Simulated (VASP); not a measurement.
## Ge: phonons with LDA

The system is Ge.

```xyz
2
Lattice="0.0000 2.8290 2.8290 2.8290 0.0000 2.8290 2.8290 2.8290 0.0000" Properties=species:S:1:pos:R:3 pbc="T T T"
Ge    0.0000    0.0000    0.0000
Ge    1.4145    1.4145    1.4145
```

The cell was built by a generator and needn't be a form met in nature.

- Program: VASP 6.6.1
- Task: phonons
- Functional: LDA
- Potentials or basis: VASP PAW LDA potentials, release 64 (Ge_d)
- Cutoff: 600 eV
- k mesh: 24 × 24 × 24
- Occupations: fermi-dirac, width 0.03 eV
- Spin: no spin polarisation
- Relax isif: 2
- Holes per cm³: 1.07e+21
- Further INCAR settings: ALGO = Normal; EDIFF = 1e-08; IBRION = 6; POTIM = 0.015; NSW = 1; NELECT = 27.95155

```json
{"Highest phonon frequency at Γ": "269 cm⁻¹"}
```

Phonon frequencies in cm⁻¹ (negative: imaginary):
```tsv
q point	frequencies
(0.000, 0.000, 0.000)	0 0 0 269 269 269
```

Wall time 16 min on 2 MPI ranks on Intel(R) Xeon(R) Platinum 8488C (Sapphire Rapids), with other jobs on the host, peak memory 2.4 GiB a rank.
